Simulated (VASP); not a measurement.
# MoS2: relaxation of cell and atoms with PBE+D3(BJ)

MoS2:

```xyz
6
Lattice="3.1035 0.0000 0.0000 -1.5518 2.6877 0.0000 0.0000 0.0000 11.5039" Properties=species:S:1:pos:R:3 pbc="T T T"
Mo    0.0000    1.7918    2.8760
Mo    1.5518    0.8959    8.6279
S     0.0000    1.7918    7.0597
S     1.5518    0.8959    1.3077
S     0.0000    1.7918   10.1962
S     1.5518    0.8959    4.4442
```

```yaml
Program: VASP 6.6.1
Task: relaxation of cell and atoms
Functional: PBE
Dispersion: D3(BJ)
Potentials_or_basis: VASP PAW PBE potentials, release 64 (Mo_sv, S)
Cutoff: 600 eV
k_mesh: 12 × 12 × 3
Occupations: gaussian, width 0.03 eV
Spin: no spin polarisation
Target_pressure: 5.6 GPa
Further_INCAR_settings: ALGO = Normal; EDIFF = 1e-07; IBRION = 2; EDIFFG = -0.005; NSW = 90; ISIF = 3
Target_pressure: 5.6 GPa
```

- Relaxed volume: 15.99 Å³/atom
- Relaxed cell: a = 3.103 Å, b = 3.103 Å, c = 11.507 Å, α = 90.00°, β = 90.00°, γ = 120.00°
- Space group after relaxing (to 0.05 Å): P6_3/mmc (No. 194)
- Energy change on relaxing (the enthalpy is what falls): +0.2 meV/atom
- Ionic steps: 2
- Pressure after relaxing: 5.6 GPa
- Band gap on the k mesh: 0.48 eV, indirect (least direct gap 1.81 eV)
- Dispersion energy per atom: -0.475 eV

Step by step:
```csv
step,energy change (eV),largest force (eV/Å),pressure (GPa),volume (Å³)
1,0.0000,0.0038,5.58,95.96
2,0.0009,0.0013,5.60,95.93
```

Final structure:
```xyz
6
Lattice="3.1027 0.0000 0.0000 -1.5514 2.6870 0.0000 0.0000 0.0000 11.5067" Properties=species:S:1:pos:R:3 pbc="T T T"
Mo    0.0000    1.7914    2.8767
Mo    1.5514    0.8957    8.6301
S     0.0000    1.7914    7.0612
S     1.5514    0.8957    1.3079
S     0.0000    1.7914   10.1989
S     1.5514    0.8957    4.4455
```

Levels at points of the mesh, in eV from the valence-band top:
| k point | band 24 | band 25 | band 26 | band 27 | band 28 | band 29 |
| --- | --- | --- | --- | --- | --- | --- |
| (0.00, 0.00, 0.00) | -1.66 | -0.84 | 0.00 | 1.97 | 1.98 | 2.01 |
| (0.50, 0.00, 0.00) | -1.80 | -1.56 | -1.55 | 1.58 | 1.67 | 1.87 |

Wall time 84 s on 2 MPI ranks on Intel(R) Xeon(R) 6975P-C (Granite Rapids), with other jobs on the host, peak memory 0.32 GiB a rank.

Caveat: the cell is relaxed towards a set pressure, so the enthalpy falls and the energy may rise; an odd mesh through Γ misses points on the zone boundary, where band edges often lie.
